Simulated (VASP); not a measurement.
Here is a VASP 6.6.1 calculation.

The input INCAR:

```
SYSTEM = BN
PREC     = Accurate       ! precision mode
ENCUT    = 500            ! plane-wave cutoff, eV
EDIFF    = 1E-6           ! SCF threshold, eV
ISMEAR   = 0              ! smearing method
SIGMA    = 0.02           ! smearing width, eV
LREAL    = .False.        ! projectors in reciprocal space
LASPH    = .True.         ! aspherical terms in the spheres
NELM     = 60             ! most SCF steps
ALGO     = Fast           ! electronic algorithm
ISIF     = 2              ! what is computed and relaxed
LWAVE    = .False.        ! write WAVECAR
LCHARG   = .True.         ! write CHGCAR
GGA      = PE             ! functional
LELF     = .True.         ! ELF
LVHAR    = .True.
```

File KPOINTS:

```
regular mesh
0
Gamma
  6 6 3
  0 0 0
```

The input POSCAR:

```
BN
1.0
    2.5539396017      0.0000000000      0.0000000000
   -1.2769698009      2.2117765748      0.0000000000
    0.0000000000      0.0000000000      4.2268550000
N B
2 2
Direct
    0.3333333333      0.6666666667      0.1252760000
    0.6666666667      0.3333333333      0.6252760000
    0.3333333333      0.6666666667      0.4997240000
    0.6666666667      0.3333333333      0.9997240000
```

Potentials or basis: VASP PAW PBE potentials, release 64 (N_GW, B_GW).

Run with:

```console
$ cat potpaw_PBE.64/N_GW/POTCAR potpaw_PBE.64/B_GW/POTCAR > POTCAR
$ mpirun -np 1 vasp_std > vasp.out
```

(1) What does it give for the band gap on the k mesh?

(2) Estimate the largest force.

Results:

(1) 5.20 eV, indirect (least direct gap 8.26 eV).

(2) 0.020 eV/Å.

Caveat: the k mesh is coarse (spacing up to 0.50 Å⁻¹), so the values aren't converged; an odd mesh through Γ misses points on the zone boundary, where band edges often lie.
